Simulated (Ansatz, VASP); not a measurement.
**Hf16O31: VASP beside Ansatz**

Aim: how closely do two programs agree when they are given the same cell, functional and k mesh? The structure shown is the end of the VASP relaxation below.

Method: plane waves, with VASP 6.6.1 beside it; single point at PBEsol, in Ansatz 0.2.0.

## 1. Starting point

The cell holds 47 atoms: 16 Hf and 31 O. Its edges and angles: a = 9.447 Å, b = 8.418 Å, c = 9.447 Å, α = 110.8°, β = 113.9°, γ = 108.2°. It derives from HfO2. Nearest the centre at fractional (0.505, 0.456, 0.118): O41 at 2.18 Å, Hf6 at 2.26 Å, Hf1 at 2.27 Å, Hf14 at 2.30 Å, O24 at 2.38 Å, O28 at 2.53 Å, O23 at 2.64 Å, O29 at 2.70 Å. The cell carries charge +2.

## 2. VASP: relaxation, PBEsol

This run makes the geometry at which the two programs are then compared.

Lines of VASP's logs that name or quote its potential files are left out, and so is its time.

INCAR

```
SYSTEM = Hf16O31
PREC = Normal
ENCUT = 400
EDIFF = 1E-05
NELM = 120
ISMEAR = 0
SIGMA = 0.05
LREAL = Auto
ALGO = Fast
GGA = PS
NELECT = 248
LASPH = .TRUE.
LORBIT = 11
LWAVE = True
LCHARG = .FALSE.
KPAR = 4
NCORE = 2
IBRION = 2
NSW = 50
ISIF = 2
EDIFFG = -0.03
POTIM = 0.4
MAXMIX = 40
ISYM = 0
```

POSCAR

```
Hf16O31
1.0
   -5.9673531359      5.1550931108      5.2013982443
    4.2103679987     -5.1550931108      5.1530429213
    5.9673531359      5.1550931108     -5.2013982443
Hf O
16 31
Direct
    0.5791606200      0.4914822300      0.3658681500
    0.0818768200      0.9923264200      0.3670382700
    0.0818768200      0.4923264200      0.8670382700
    0.5818768200      0.9923264200      0.8670382700
    0.8747118500      0.7576735800      0.8395504000
    0.3745365100      0.2553150200      0.8405404800
    0.3747118500      0.7576735800      0.3395504000
    0.8747118500      0.2576735800      0.3395504000
    0.4181231800      0.5076735800      0.6329617300
    0.9181231800      0.0076735800      0.6329617300
    0.9181231800      0.5076735800      0.1329617300
    0.4181231800      0.0076735800      0.1329617300
    0.1252881500      0.2423264200      0.1604496000
    0.6312127100      0.7472013400      0.1608137400
    0.6252881500      0.2423264200      0.6604496000
    0.1252881500      0.7423264200      0.6604496000
    0.0048688100      0.9563200200      0.1176422900
    0.0048688100      0.4563200200      0.6176422900
    0.5048688100      0.9563200200      0.6176422900
    0.6613222700      0.7936799800      0.7985487900
    0.1602404700      0.2949929200      0.7997986700
    0.1613222700      0.7936799800      0.2985487900
    0.6576949600      0.2932215100      0.2875537300
    0.4995002900      0.5438682300      0.8869649700
    0.9951311900      0.0436799800      0.8823577100
    0.9951311900      0.5436799800      0.3823577100
    0.4951311900      0.0436799800      0.3823577100
    0.3409593400      0.2039201000      0.2019586600
    0.8356510500      0.7009909500      0.1983682500
    0.8386777300      0.2063200200      0.7014512100
    0.3386777300      0.7063200200      0.7014512100
    0.8616918800      0.7143103300      0.5947293400
    0.3616918800      0.2143103300      0.5947293400
    0.3563495100      0.7109824500      0.0876067600
    0.8616918800      0.2143103300      0.0947293400
    0.3800569400      0.5414210200      0.4053295300
    0.8804190100      0.0356896700      0.3973815500
    0.8804190100      0.5356896700      0.8973815500
    0.3771650100      0.0350645900      0.8990895500
    0.1383081200      0.2856896700      0.4052706600
    0.6376963500      0.7829229500      0.4028633800
    0.6387040500      0.2855672300      0.9093966800
    0.1383081200      0.7856896700      0.9052706600
    0.6195809900      0.4643103300      0.6026184500
    0.1195809900      0.9643103300      0.6026184500
    0.1195809900      0.4643103300      0.1026184500
    0.6195809900      0.9643103300      0.1026184500
```

KPOINTS

```
Automatic mesh
0
Gamma
2 2 2
0 0 0
```

PAW data sets: Hf and O (PBE family, release 64).

On the command line:

```sh
mpirun -np 8 vasp_std
```

Numbers of over 12 decimals in the logs are rounded to 6 here.

Log:

```text
[banner, memory and clock lines left out]
running    8 mpi-ranks, on    1 nodes
[...]
|                                                                             |
|               ----> ADVICE to this user running VASP <----                  |
|                                                                             |
|     You enforced a specific xc type in the INCAR file but a different       |
|     [... a line on the potential file left out ...]
|     I HOPE YOU KNOW WHAT YOU ARE DOING!                                     |
|                                                                             |

 LDA part: xc-table for (Slater+PW92), standard interpolation
 POSCAR, INCAR and KPOINTS ok, starting setup
[...]
entering main loop
       N       E                     dE             d eps       ncg     rms          rms(c)
DAV:   1     0.126045532066E+04    0.12605E+04   -0.11172E+05  2368   0.127E+03
DAV:   2    -0.473256083512E+03   -0.17337E+04   -0.16918E+04  2968   0.306E+02
[...]
1 F= -.50929335E+03 E0= -.50929335E+03  d E =-.509293E+03
[... from here on, the cycles between the ionic steps are left out ...]
   2 F= -.51081548E+03 E0= -.51081548E+03  d E =-.152212E+01
  25 F= -.51170184E+03 E0= -.51170184E+03  d E =-.960139E-03
  26 F= -.51170266E+03 E0= -.51170266E+03  d E =-.819386E-03
  27 F= -.51170271E+03 E0= -.51170271E+03  d E =-.875657E-03
  28 F= -.51170347E+03 E0= -.51170347E+03  d E =-.757818E-03
  29 F= -.51170352E+03 E0= -.51170352E+03  d E =-.802780E-03
  30 F= -.51170422E+03 E0= -.51170422E+03  d E =-.707917E-03
  31 F= -.51170426E+03 E0= -.51170426E+03  d E =-.741140E-03
  32 F= -.51170479E+03 E0= -.51170479E+03  d E =-.535021E-03
  33 F= -.51170480E+03 E0= -.51170480E+03  d E =-.544376E-03
  34 F= -.51170519E+03 E0= -.51170519E+03  d E =-.388455E-03
  35 F= -.51170524E+03 E0= -.51170524E+03  d E =-.437459E-03
  36 F= -.51170557E+03 E0= -.51170557E+03  d E =-.334666E-03
  37 F= -.51170561E+03 E0= -.51170561E+03  d E =-.368004E-03
  38 F= -.51170585E+03 E0= -.51170585E+03  d E =-.246418E-03
 trial-energy change:   -0.000246  1 .order   -0.000215   -0.000365   -0.000065
 step:   1.0451(harm=  1.0451)  dis= 0.00236  next Energy=  -511.705828 (dE=-0.222E-03)
 reached required accuracy - stopping structural energy minimisation
 writing wavefunctions
```

Parts of OUTCAR (step 2):

```text
  Total      -33.5701195    -37.1766981    -36.3461786      3.5539011     -0.0736016      1.7692442
  in kB      -99.0831962   -109.7281191   -107.2768162     10.4894436     -0.2172373      5.2219765
  external PRESSURE =    -105.3627105 kB  Pullay stress =       0.0000000 kB

 POSITION                                       TOTAL-FORCE (eV/Angst)
 -----------------------------------------------------------------------------------
      0.93007      2.52152      3.55398         0.004287      0.007771      0.012897
      5.86451     -2.84079      3.60440        -0.009462     -0.017629      0.006876
      6.74686      2.38886     -1.54424         0.004403      0.019498      0.004009
      5.86334      2.36542      3.64933        -0.001602      0.005650      0.007883
      3.01525      4.98559      4.09458        -0.000594      0.009071      0.002890
      3.65431      4.85300     -1.12992         0.008456     -0.009486      0.005128
      2.97088     -0.24608      4.08056         0.006659     -0.006070     -0.006850
     -2.07291      4.92034      4.15576        -0.011649      0.010508      0.005517
      3.48684      2.80467      1.45423         0.009781      0.015588     -0.008074
     -1.67596      7.98806      1.51074         0.008420      0.004828      0.007154
     -2.53602      2.78440      6.70253        -0.002232     -0.001052      0.008887
     -1.64311      2.73991      1.55751        -0.003629     -0.010675     -0.007586
      1.26788      0.20261      1.07985        -0.003295     -0.007573     -0.005617
      0.41692      0.11617      6.38411        -0.007646     -0.009955     -0.002821
[...]
-----------------------------------------------------------------------------------
    total drift:                               -0.002289     -0.040790      0.074214

  FREE ENERGIE OF THE ION-ELECTRON SYSTEM (eV)
  ---------------------------------------------------
  free  energy   TOTEN  =      -511.7058524011 eV

  energy  without entropy=     -511.7058524011  energy(sigma->0) =     -511.70585240

 reached required accuracy - stopping structural energy minimisation

[... 2 further parts left out ...]
```

The cell is charged against a uniform background.

[end of part 1 of 2]

[Lines on the potential files, build, host, timing and source positions are cut from VASP's logs without a mark.]

[Logs are printed without paths, hosts, clocks, repeated set-up lines and the standing remarks that a program may print on its own settings, such as how far it seeks lower states.]

[Hosts, paths, dates, database ids (printed as entryN), source tags and the programs' standing remarks are cut or masked in the printed files.]
